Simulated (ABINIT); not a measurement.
The system is Te2Mo.

```
CELL_PARAMETERS angstrom
3.51820 0.00000 0.00000
-1.75910 3.04685 0.00000
0.00000 0.00000 13.97360
ATOMIC_POSITIONS crystal
Te 0.66667 0.33333 0.37900
Te 0.33333 0.66667 0.87900
Te 0.66667 0.33333 0.12100
Te 0.33333 0.66667 0.62100
Mo 0.66667 0.33333 0.75000
Mo 0.33333 0.66667 0.25000
```

Base run:

* Program: ABINIT 10.8.3 (patched build)
* Functional: LDA
* Potentials or basis: JTH PAW LDA v2.0
* Cutoff: 408 eV
* k mesh: 9 × 9 × 2
* Occupations: fermi-dirac, width 0.05 eV
* Spin: no spin polarisation

Its results: band gap on the k mesh 0.71 eV, indirect (least direct gap 1.03 eV); pressure -2.2 GPa; largest force 0.168 eV/Å.

Task: The run is repeated on the same cell with these changes: functional from LDA to PBEsol; potentials or basis from JTH PAW LDA v2.0 to JTH PAW PBE v2.0. What comes out?

Result: Band gap on the k mesh 0.72 eV, indirect (least direct gap 1.04 eV); pressure -0.1 GPa; largest force 0.058 eV/Å.

Caveats: spin-orbit coupling is left out, which moves the levels of the heavy elements; the PAW data sets were made with another functional, which shifts forces and pressure a little (some runs); this functional lacks dispersion, which binds the layers, so the pressure and a relaxed spacing across them are unreliable (some runs).

A k mesh can miss the band edges.
